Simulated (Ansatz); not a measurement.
**Si3N4 under strain: Electrostatic potentials at the N nuclei**

Cell: a structure deposited in the COD, relaxed with PBE at fixed cell and then changed (z stretched by 1 %, ions relaxed).

```yaml
crystal:
  lattice:
    - [7.59500, 0.00000, 0.00000]
    - [-3.79750, 6.57746, 0.00000]
    - [0.00000, 0.00000, 2.93132]
  atoms:
    - { symbol: Si, position: [0.76817, 0.17390, 0.32563] }
    - { symbol: Si, position: [0.59427, 0.76817, 0.82563] }
    - { symbol: Si, position: [0.82610, 0.59427, 0.32563] }
    - { symbol: Si, position: [0.23183, 0.82610, 0.82563] }
    - { symbol: Si, position: [0.40573, 0.23183, 0.32563] }
    - { symbol: Si, position: [0.17390, 0.40573, 0.82563] }
    - { symbol: N, position: [0.03063, 0.32980, 0.32563] }
    - { symbol: N, position: [0.70083, 0.03063, 0.82563] }
    - { symbol: N, position: [0.67020, 0.70083, 0.32563] }
    - { symbol: N, position: [0.96937, 0.67020, 0.82563] }
    - { symbol: N, position: [0.29917, 0.96937, 0.32563] }
    - { symbol: N, position: [0.32980, 0.29917, 0.82563] }
    - { symbol: N, position: [0.33333, 0.66667, 0.82562] }
    - { symbol: N, position: [0.66667, 0.33333, 0.32562] }
```

Sites (sets of like atoms) are named by element and the number of their first atom in this list.

Level of theory: DFT, PBE, plane waves and PAW, scalar-relativistic, 420 eV cutoff, Γ-centred 4×4×10 k-points, Fermi–Dirac smearing 0.02 eV (Ansatz 0.2.0).

The potential at a nucleus is that of all electrons and the other nuclei. A higher potential binds the core electrons more strongly, so differences between sites of one element are the initial-state part of core-level shifts.

**Question.** Rank the N sites by the potential at the nucleus, lowest first, and give each against the lowest.
A. atom 13: 3 Si at 1.73 Å
B. atom 7: 3 Si at 1.74 Å

**Answer.** A (0.00 V), B (0.43 V).
